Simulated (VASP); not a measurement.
Wanted: the native input for a VASP 6.6.1 run.

* Task: relaxation of cell and atoms
* Functional: PBE
* Potentials or basis: VASP PAW PBE potentials, release 64 (Ba_sv, Zr_sv, O)
* Cutoff: 520 eV
* k mesh: 5 × 5 × 5
* Occupations: gaussian, width 0.15 eV
* Spin: no spin polarisation
* Further INCAR settings: PREC = Normal; ALGO = Fast; EDIFF = 0.0001; IBRION = 2; EDIFFG = -0.08; NSW = 24; ISIF = 3

The structure of BaZr2O3 lies in POSCAR:

```
BaZr2O3
1.0
   -1.7700000000      2.5000000000      5.3000000000
    1.7700000000     -2.5000000000      5.3000000000
    1.7700000000      2.5000000000     -5.3000000000
Ba Zr O
1 2 3
Direct
    0.0000000000      0.0000000000      0.0000000000
    0.3400000000      0.3400000000      0.0000000000
    0.6600000000      0.6600000000      0.0000000000
    0.5000000000      0.0000000000      0.5000000000
    0.1670000000      0.6670000000      0.5000000000
    0.8330000000      0.3330000000      0.5000000000
```

The cell was built by a generator and needn't be a form met in nature.

The input as run:

INCAR

```
SYSTEM = BaZr2O3
PREC = Normal
ENCUT = 520
EDIFF = 1E-4
ISMEAR = 0
SIGMA = 0.15
LREAL = .FALSE.
LASPH = .TRUE.
NELM = 60
ALGO = Fast
ISIF = 3
LWAVE = .FALSE.
LCHARG = .FALSE.
GGA = PE
IBRION = 2
NSW = 24
EDIFFG = -0.08
KPAR = 2
```

KPOINTS

```
Automatic mesh
0
G
  5 5 5
  0 0 0
```

Potentials or basis: VASP PAW PBE potentials, release 64 (Ba_sv, Zr_sv, O).

Command:

```console
$ cat potpaw_PBE.64/Ba_sv/POTCAR potpaw_PBE.64/Zr_sv/POTCAR potpaw_PBE.64/O/POTCAR > POTCAR
$ mpirun -np 2 vasp_std > vasp.out
```

Results of the run:

| Property | Result |
| --- | --- |
| Relaxed volume | 14.82 Å³/atom |
| Relaxed cell | a = 5.950 Å, b = 5.950 Å, c = 5.950 Å, α = 146.71°, β = 129.01°, γ = 62.27° |
| Space group after relaxing (to 0.05 Å) | Immm (No. 71) |
| Energy gained by relaxing | 229.7 meV/atom |
| Ionic steps | 15 |
| Pressure after relaxing | 0.0 GPa |
| Largest force after relaxing | 0.036 eV/Å |
| Band gap on the k mesh | none (metal or under the smearing width) |

Caveat: the k mesh is coarse (spacing up to 0.43 Å⁻¹), so the values aren't converged; the relaxation stopped at a loose force limit of 0.08 eV/Å, so its end isn't a converged minimum.

It took 2.7 min on 2 MPI ranks on Intel(R) Xeon(R) 6975P-C (Granite Rapids), with other jobs on the host, peak memory 0.26 GiB a rank.
